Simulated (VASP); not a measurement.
A run of VASP 6.6.1:

The input INCAR:

```
PREC = Normal
ENCUT = 450
EDIFF = 1E-6
ISMEAR = 0
SIGMA = 0.01
LREAL = Auto
LASPH = T
NELM = 80
ALGO = Normal
ISIF = 2
LWAVE = F
LCHARG = F
GGA = PE
IBRION = 2
NSW = 70
EDIFFG = -0.025
ICORELEVEL = 1
ISYM = 0
KPAR = 4
NCORE = 2
```

Contents of KPOINTS:

```
regular mesh
0
Gamma
  2 2 2
```

File POSCAR:

```
Si28C29
1.0
    1.5465940000      8.0363460000      0.0000000000
   -7.7329770000     -2.6787820000      0.0000000000
    0.0000000000      0.0000000000     10.1265810000
Si C
28 29
Direct
    0.3333331400      0.6666664300      0.9378460000
    0.1919727700      0.2385938200      0.9359721200
    0.6190474300      0.5238092900      0.9378460000
    0.0491371400      0.8111707100      0.9375190100
    0.4761040900      0.0923179000      0.9370459200
    0.9047617100      0.3809521400      0.9378460000
    0.7619045700      0.9523807100      0.9378460000
    0.5238097100      0.9047621400      0.4378460000
    0.3809525700      0.4761907100      0.4378460000
    0.8095240000      0.7619050000      0.4378460000
    0.2380954300      0.0476192900      0.4378460000
    0.6666668600      0.3333335700      0.4378460000
    0.0952382900      0.6190478600      0.4378460000
    0.9523811400      0.1904764300      0.4378460000
    0.2857142900      0.8571428600      0.6878980000
    0.1428571400      0.4285714300      0.6878980000
    0.5714285700      0.7142857100      0.6878980000
    0.9979896200      0.9916424100      0.6853209500
    0.4285714300      0.2857142900      0.6878980000
    0.8571428600      0.5714285700      0.6878980000
    0.7142857100      0.1428571400      0.6878980000
    0.2857142900      0.8571428600      0.1878980000
    0.1428571400      0.4285714300      0.1878980000
    0.5714285700      0.7142857100      0.1878980000
    0.0000000000      0.0000000000      0.1878980000
    0.4285714300      0.2857142900      0.1878980000
    0.8571428600      0.5714285700      0.1878980000
    0.7142857100      0.1428571400      0.1878980000
    0.3333331400      0.6666664300      0.7498070000
    0.1956319000      0.2459333100      0.7497888300
    0.6190474300      0.5238092900      0.7498070000
    0.0398694500      0.8074009100      0.7508064400
    0.4844941900      0.0940191000      0.7491328400
    0.9047617100      0.3809521400      0.7498070000
    0.7619045700      0.9523807100      0.7498070000
    0.5238097100      0.9047621400      0.2498070000
    0.3809525700      0.4761907100      0.2498070000
    0.8095240000      0.7619050000      0.2498070000
    0.2380954300      0.0476192900      0.2498070000
    0.6666668600      0.3333335700      0.2498070000
    0.0952382900      0.6190478600      0.2498070000
    0.9523811400      0.1904764300      0.2498070000
    0.2857142900      0.8571428600      0.5004470000
    0.1428571400      0.4285714300      0.5004470000
    0.5714285700      0.7142857100      0.5004470000
    0.0000000000      0.0000000000      0.5004470000
    0.4285714300      0.2857142900      0.5004470000
    0.8571428600      0.5714285700      0.5004470000
    0.7142857100      0.1428571400      0.5004470000
    0.2857142900      0.8571428600      0.0004470000
    0.1428571400      0.4285714300      0.0004470000
    0.5714285700      0.7142857100      0.0004470000
    0.0082838200      0.0057998900      0.0054122100
    0.4285714300      0.2857142900      0.0004470000
    0.8571428600      0.5714285700      0.0004470000
    0.7142857100      0.1428571400      0.0004470000
    0.2287106000      0.0560362300      0.8322264700
```

Potentials or basis: VASP PAW PBE potentials, release 64 (Si, C).

Launch:

```sh
$ cat potpaw_PBE.64/Si/POTCAR potpaw_PBE.64/C/POTCAR > POTCAR
$ mpirun -np 8 vasp_std > vasp.out
```

Hardware: 8 MPI ranks on Intel(R) Xeon(R) Platinum 8488C (Sapphire Rapids), on a shared host.

**Question.** How long does it take, and how much memory?

**Answer.** Run time: 45 min on 8 MPI ranks on Intel(R) Xeon(R) Platinum 8488C (Sapphire Rapids) (shared host), peak memory 0.37 GiB a rank. Counts: scf iterations 469, k points 8, ion steps 68.
